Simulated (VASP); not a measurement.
# LiF (Pm-3m) in VASP: a series of runs, part 2 of 2

VASP 6.6.1.

**5. Single point, PBEsol**

The input, INCAR:

```
SYSTEM = LiF
ALGO     = Normal         ! electronic algorithm
EDIFF    = 1E-6           ! SCF threshold, eV
ENCUT    = 520            ! plane-wave cutoff, eV
GGA      = PS             ! functional
ISIF     = 2              ! what is computed and relaxed
ISMEAR   = 0              ! smearing method
LASPH    = .True.         ! aspherical terms in the spheres
LCHARG   = .False.        ! write CHGCAR
LREAL    = .False.        ! projectors in reciprocal space
LWAVE    = .False.        ! write WAVECAR
NBANDS   = 12             ! bands
NELM     = 60             ! most SCF steps
PREC     = Accurate       ! precision mode
SIGMA    = 0.01           ! smearing width, eV
```

The input, KPOINTS:

```
k-points
0
Gamma
  8 8 8
  0 0 0
```

The input, POSCAR:

```
LiF
1.0
    2.5162584438      0.0000000000      0.0000000000
    0.0000000000      2.5162584438      0.0000000000
    0.0000000000      0.0000000000      2.5162584438
Li F
1 1
Direct
    0.0000000000      0.0000000000      0.0000000000
    0.5000000000      0.5000000000      0.5000000000
```

Potentials or basis: VASP PAW PBE potentials, release 64 (Li_sv, F).

Command:

```
$ cat potpaw_PBE.64/Li_sv/POTCAR potpaw_PBE.64/F/POTCAR > POTCAR
$ mpirun -np 1 vasp_std > vasp.out
```

OUTCAR:

```text
SYSTEM = LiF
   EDIFF = 1E-6
   ENCUT = 520
   GGA = PS
   ISIF = 2
   ISMEAR = 0
   LASPH = .True.
   LREAL = .False.
   NELM = 60
   PREC = Accurate

 ion  position               nearest neighbor table
   1  0.000  0.000  0.000-   2 2.18   2 2.18   2 2.18   2 2.18   2 2.18   2 2.18   2 2.18   2 2.18

   2  0.500  0.500  0.500-   1 2.18   1 2.18   1 2.18   1 2.18   1 2.18   1 2.18   1 2.18   1 2.18

  LATTYP: Found a simple cubic cell.
 ALAT       =     2.5162584438

  Lattice vectors:

 A1 = (   2.5162584438,   0.0000000000,   0.0000000000)
 A2 = (   0.0000000000,   2.5162584438,   0.0000000000)
 A3 = (   0.0000000000,   0.0000000000,   2.5162584438)

Analysis of symmetry for initial positions (statically):
=====================================================================
 Subroutine PRICEL returns:
 Original cell was already a primitive cell.

 Routine SETGRP: Setting up the symmetry group for a
 simple cubic supercell.

 Subroutine GETGRP returns: Found 48 space group operations
 (whereof 48 operations were pure point group operations)
 out of a pool of 48 trial point group operations.

The static configuration has the point symmetry O_h .

Analysis of symmetry for dynamics (positions and initial velocities):
=====================================================================
 Subroutine PRICEL returns:
 Original cell was already a primitive cell.

 Routine SETGRP: Setting up the symmetry group for a
 simple cubic supercell.

 Subroutine GETGRP returns: Found 48 space group operations
 (whereof 48 operations were pure point group operations)
 out of a pool of 48 trial point group operations.

The dynamic configuration has the point symmetry O_h .

 Subroutine INISYM returns: Found 48 space group operations
 (whereof 48 operations are pure point group operations),
 and found     1 'primitive' translations

----------------------------------------------------------------------------------------

                                     Primitive cell

  volume of cell :      15.9318

  direct lattice vectors                    reciprocal lattice vectors
[... 119 lines left out ...]
 Gauss-broadening in eV      SIGMA  =   0.01
  energy-cutoff  :      520.00
  volume of cell :       15.93
 maximum number of plane-waves:       442
 NGX is ok and might be reduce to    20
   NGX =  9   NGY =  9   NGZ =  9

 number of electron      10.0000023 magnetization

 Free energy of the ion-electron system (eV)
  ---------------------------------------------------
  ext. energy  EPLUGINS =         0.00000000
  ---------------------------------------------------
  free energy    TOTEN  =        -9.28486605 eV

  energy without entropy =       -9.28486605  energy(sigma->0) =       -9.28486605

 E-fermi :   0.4944     XC(G=0): -10.3893

 val. band max:        0.3539048526   @ k =   0.5000   0.5000   0.0000
 cond. band min:       8.1655993827   @ k =   0.0000   0.0000   0.0000
 fundamental gap:      7.8116945300
 Fermi energy:         0.4943667186

 k-point     1 :       0.0000    0.0000    0.0000
  band No.  band energies     occupation
      1     -41.7104      2.00000
      2     -20.5602      2.00000
      3      -0.3757      2.00000
      4      -0.3757      2.00000
      5      -0.3757      2.00000
      6       8.1656      0.00000
      7      19.2361      0.00000
      8      19.2361      0.00000
      9      21.7736      0.00000
     10      21.7736      0.00000
     11      21.7736      0.00000
     12      39.5698      0.00000
[... 331 lines left out ...]
 k-point    24 :       0.5000    0.3750    0.1250
  band No.  band energies     occupation
      1     -41.5997      2.00000
      2     -19.4680      2.00000
      3      -3.1146      2.00000
      4      -2.6455      2.00000
      5      -0.1076      2.00000
      6      13.2499      0.00000
      7      13.6643      0.00000
      8      14.3307      0.00000
      9      21.7513      0.00000
     10      24.0859      0.00000
     11      28.0351      0.00000
     12      29.6824      0.00000

 [... further k-points ...]

------------------------ aborting loop because EDIFF is reached ----------------------------------------

  FORCE on cell =-STRESS in cart. coord.  units (eV):
  Direction    XX          YY          ZZ          XY          YZ          ZX
  --------------------------------------------------------------------------------------
  -------------------------------------------------------------------------------------
  Total        0.0201711      0.0201711      0.0201711      0.0000000      0.0000000     -0.0000000
  in kB        2.0285008      2.0285008      2.0285008      0.0000000      0.0000000     -0.0000000
  external PRESSURE =       2.0285008 kB  Pullay stress =       0.0000000 kB

 VOLUME and BASIS-vectors are now :
 -----------------------------------------------------------------------------
  energy-cutoff  :      520.00
  volume of cell :       15.93
      direct lattice vectors                 reciprocal lattice vectors
     2.516258444  0.000000000  0.000000000     0.397415457  0.000000000  0.000000000
     0.000000000  2.516258444  0.000000000     0.000000000  0.397415457  0.000000000
     0.000000000  0.000000000  2.516258444     0.000000000  0.000000000  0.397415457

 POSITION                                       TOTAL-FORCE (eV/Angst)
 -----------------------------------------------------------------------------------
      0.00000      0.00000      0.00000         0.000000      0.000000      0.000000
      1.25813      1.25813      1.25813         0.000000      0.000000      0.000000
 -----------------------------------------------------------------------------------
    total drift:                                0.000000      0.000000      0.000000

  FREE ENERGIE OF THE ION-ELECTRON SYSTEM (eV)
  ---------------------------------------------------
  free  energy   TOTEN  =        -9.2848660499 eV

  energy  without entropy=       -9.2848660499  energy(sigma->0) =       -9.28486605
```

OSZICAR:

```text
N       E                     dE             d eps       ncg     rms          rms(c)
DAV:   1     0.297174384836E+02    0.29717E+02   -0.55019E+03   904   0.841E+02
DAV:   2    -0.871872665859E+01   -0.38436E+02   -0.37728E+02  1036   0.185E+02
DAV:   3    -0.972756314409E+01   -0.10088E+01   -0.10065E+01  1056   0.252E+01
DAV:   4    -0.973819060909E+01   -0.10627E-01   -0.10627E-01   932   0.276E+00
DAV:   5    -0.973833229514E+01   -0.14169E-03   -0.14169E-03  1064   0.232E-01    0.400E+00
DAV:   6    -0.930353384223E+01    0.43480E+00   -0.19375E+00   860   0.843E+00    0.138E+00
DAV:   7    -0.929047324510E+01    0.13061E-01   -0.14801E-02  1104   0.106E+00    0.819E-01
DAV:   8    -0.928480108195E+01    0.56722E-02   -0.12794E-02  1128   0.120E+00    0.103E-01
DAV:   9    -0.928483624802E+01   -0.35166E-04   -0.71913E-04   980   0.247E-01    0.430E-02
DAV:  10    -0.928486633039E+01   -0.30082E-04   -0.80760E-05   960   0.739E-02    0.475E-03
DAV:  11    -0.928486604987E+01    0.28052E-06   -0.12914E-06  1000   0.100E-02
   1 F= -.92848660E+01 E0= -.92848660E+01  d E =-.683898E-90
```

It took 3.2 s on 1 thread of AMD EPYC 9R45 (Zen 5), shared host; peak memory 0.09 GiB.

What came out:

* Free energy: -9.2849 eV
* Band gap on the k mesh: 7.81 eV, indirect (least direct gap 8.54 eV)

Levels at points of the mesh, in eV from the valence-band top:
```tsv
k point	band 2	band 3	band 4	band 5	band 6	band 7	band 8	band 9
(0.00, 0.00, 0.00)	-20.91	-0.73	-0.73	-0.73	7.81	18.88	18.88	21.42
(0.50, 0.00, 0.00)	-20.40	-3.96	-0.30	-0.30	9.23	14.45	20.68	20.68
(0.50, 0.50, 0.00)	-19.80	-3.53	-3.53	0.00	13.52	13.91	13.91	19.75
(0.50, 0.50, 0.50)	-19.30	-2.45	-2.45	-2.45	11.07	11.07	11.07	24.70
```

Caveat: the cutoff is under 1.25 times the usual one of these potentials, so pressure, stress and relaxed cells hold a basis-set (Pulay) error; the PAW data sets were made with another functional, which shifts forces and pressure a little. As with any semilocal functional, this PBEsol gap is likely too small.
